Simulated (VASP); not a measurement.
# PtS2: single point with PBE

PtS2, a slab with vacuum:

```
S Pt
1.0
     3.54320    0.00000    0.00000
    -1.77160    3.06850    0.00000
     0.00000    0.00000   24.28762
S Pt
2 1
Direct
  0.66667 0.33333 0.45291
  0.33333 0.66667 0.54709
  0.00000 0.00000 0.50000
```

```yaml
Program: VASP 6.6.1
Task: single point
Functional: PBE
Potentials_or_basis: VASP PAW PBE potentials, release 64 (S, Pt)
Cutoff: 750 eV
k_mesh: 12 × 12 × 1
Occupations: gaussian, width 0.05 eV
Spin: no spin polarisation
Vacuum_Å: 22
Dipole_correction: yes
Further_INCAR_settings: ALGO = Normal; EDIFF = 1e-08; NBANDS = 22
```

```
Largest force                          : 1.355 eV/Å
Band gap on the k mesh                 : 1.77 eV, indirect (least direct gap 1.91 eV)
Ionisation potential of the upper face : 6.23 eV
```

Forces in eV/Å, atoms in the order of the input:
```
S    0.000  0.000 -1.355
S    0.000  0.000  1.355
Pt   0.000  0.000  0.000
```

Levels at points of the mesh, in eV from the valence-band top:
```tsv
k point	band 9	band 10	band 11	band 12	band 13	band 14
(0.00, 0.00, 0.00)	-0.72	-0.49	-0.49	3.44	3.44	5.41
(0.50, 0.00, 0.00)	-2.52	-1.80	-1.44	2.92	3.21	5.70
```

Run time: 8.3 min on 1 thread of Intel(R) Xeon(R) Platinum 8259CL CPU @ 2.50GHz (Skylake/Cascade Lake) (shared host), peak memory 0.58 GiB.

Caveat: spin-orbit coupling is left out, which moves the levels of the heavy elements.
